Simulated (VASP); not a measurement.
## BaS: single point with PBEsol

**The experiment to reproduce.**

From a printed reference work, monograph, original work of 1988, for a bulk crystal of BaS at 2 K: band gap 3.806 eV (indirect).

Crystal: BaS.

```
Ba S
1.0
     0.00000    3.16632    3.16632
     3.16632    0.00000    3.16632
     3.16632    3.16632    0.00000
Ba S
1 1
Direct
  0.00000 0.00000 0.00000
  0.50000 0.50000 0.50000
```

```
Program             : VASP 6.6.1
Task                : single point
Functional          : PBEsol
Potentials or basis : VASP PAW PBE potentials, release 64 (Ba_sv, S)
Cutoff              : 520 eV
k mesh              : 8 × 8 × 8
Occupations         : fermi-dirac, width 0.02 eV
Spin                : no spin polarisation
```

* Pressure: 0.7 GPa
* Band gap on the k mesh: 1.93 eV, indirect (least direct gap 2.06 eV)

Levels at points of the mesh, in eV from the valence-band top:
| k point | band 4 | band 5 | band 6 | band 7 | band 8 | band 9 | band 10 | band 11 | band 12 | band 13 |
| --- | --- | --- | --- | --- | --- | --- | --- | --- | --- | --- |
| (0.00, 0.00, 0.00) | -11.00 | -10.39 | 0.00 | 0.00 | 0.00 | 3.53 | 3.78 | 3.78 | 3.78 | 4.77 |
| (0.50, 0.00, 0.00) | -11.04 | -9.00 | -2.05 | -1.16 | -1.16 | 5.55 | 5.60 | 6.36 | 6.36 | 8.95 |
| (0.50, 0.50, 0.00) | -11.21 | -10.30 | -0.51 | -0.13 | -0.13 | 1.93 | 5.97 | 6.08 | 7.62 | 7.62 |

Run time: 10 s on 1 thread of Intel(R) Xeon(R) 6975P-C (Granite Rapids) (shared host), peak memory 0.21 GiB.

Measured gap of BaS: 3.806 eV (indirect; 2 K; a printed reference work, monograph, original work of 1988). This calculation gives 1.93 eV (-1.87 eV). Spin-orbit coupling on Ba is left out. The value is that of PBEsol on a finite k mesh, which can miss the band edges, without temperature or zero-point motion. Semilocal functionals fall short of measured gaps as a rule.

Caveat: the PAW data sets were made with another functional, which shifts forces and pressure a little; spin-orbit coupling is left out, which moves the levels of the heavy elements.
